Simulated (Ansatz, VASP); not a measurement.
# Ir in VASP and in Ansatz

Contents of INCAR:

```
PREC = Accurate
ENCUT = 600
EDIFF = 1E-6
ISMEAR = -1
SIGMA = 0.05
LREAL = False
LASPH = True
NELM = 80
ALGO = Normal
ISIF = 3
LWAVE = False
LCHARG = False
GGA = B5
ALDAX = 1.0
AGGAX = 1.0
AGGAC = 1.0
ALDAC = 0.0
IVDW = 12
VDW_S6 = 1.0
VDW_S8 = 2.6996
VDW_A1 = 0.4298
VDW_A2 = 4.2359
IBRION = 2
NSW = 60
EDIFFG = -0.01
```

Contents of KPOINTS:

```
Automatic mesh
0
Gamma
  12 12 12
```

File POSCAR:

```
Ir
1.0
    0.0000000000      1.9156000000      1.9156000000
    1.9156000000      0.0000000000      1.9156000000
    1.9156000000      1.9156000000      0.0000000000
Ir
1
Direct
    0.0000000000      0.0000000000      0.0000000000
```

Contents of input.yaml:

```yaml
crystal:
  lattice:
    - [0.0, 1.9156, 1.9156]
    - [1.9156, 0.0, 1.9156]
    - [1.9156, 1.9156, 0.0]
  atoms:
    - { symbol: Ir, position: [0.0, 0.0, 0.0] }
hamiltonian:
  xc: blyp
  pseudopotentials: { kind: paw }
  dispersion: d3bj
kpoints:
  mp_grid: { grid: [12, 12, 12] }
scf:
  occupations: { method: fermi_dirac, width: 0.05 }
output:
  forces: true
  stress: true
relax:
  f_tol: 0.01
  max_steps: 40
  cell: { stress_tol: 0.05 }
```

Alike in both runs: task relaxation of cell and atoms; functional BLYP; dispersion D3(BJ); k mesh 12 × 12 × 12; occupations fermi-dirac, width 0.05 eV; no spin polarisation.

```csv
,VASP,Ansatz
version,VASP 6.6.1,Ansatz 0.2.0
potentials or method,"VASP PAW PBE potentials, release 64 (Ir)",Ansatz PAW
plane-wave cutoff (eV),600,420
valence electrons in the cell,9,17
```

VASP gave:

```
relaxed volume (Å³/atom)                                     : 14.49
relaxed cell length with the largest relative difference (Å) : 2.737
energy change over the relaxation (meV/atom)                 : -15
```

Task: Estimate Ansatz's values.

Result: Relaxed volume (Å³/atom): 14.36; relaxed cell length with the largest relative difference (Å): 2.729; energy change over the relaxation (meV/atom): -7.

The two sets of potentials don't hold the same shells in valence.

Caveats: the PAW data sets were made with another functional, which shifts forces and pressure a little (VASP); pairwise dispersion overbinds metals, which lowers pressure and volume (VASP); the plane-wave basis is chosen anew once the cell has moved, so the energies of steps on either side of that aren't comparable (Ansatz); the PAW data sets come from PBE, with cores solved anew for the run's functional, which leaves a small shift of forces and pressure (Ansatz). Zero-point motion and thermal expansion aren't in these numbers. Spin-orbit coupling is left out, which matters for the levels of Ir.
